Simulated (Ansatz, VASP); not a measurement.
HfO2: VASP beside Ansatz

```
Hf O
1.0
     0.00000    2.50030    2.50030
     2.50030    0.00000    2.50030
     2.50030    2.50030    0.00000
Hf O
1 2
Cartesian
  0.0000 0.0000 0.0000
  1.2501 1.2501 1.2501
  3.7504 3.7504 3.7504
```

Alike in both runs: functional PBE; k mesh 8 × 8 × 8; no spin polarisation.

Ansatz relaxed the structure, and its values are those at the end. VASP's run is a single point on that final structure, the one shown.

|  | VASP | Ansatz |
| --- | --- | --- |
| version | VASP 6.6.1 | Ansatz 0.2.0 |
| potentials or method | VASP PAW PBE potentials, release 64 (Hf_pv, O) | scalar-relativistic, plane waves, PAW |
| plane-wave cutoff (eV) | 520 | 420 |
| occupations | gaussian, width 0.01 eV | fixed |
| valence electrons in the cell | 22 | 38 |

|  | VASP | Ansatz | Ansatz less VASP |
| --- | --- | --- | --- |
| gap on the k mesh at the Fermi level (eV) | 3.91 | 3.88 | -0.029 |
| least direct gap on the mesh (eV) | 3.91 | 3.88 | -0.029 |
| pressure (GPa) | 11.8 | 16.0 | +4.16 |

One of these differences is far larger than is usual between the two programs; its cause wasn't traced. The two sets of potentials don't hold the same shells in valence.

Caveats: spin-orbit coupling is left out, which moves the levels of the heavy elements. A k mesh can miss the band edges. A hybrid or GW would open this gap; PBE tends to underestimate it.
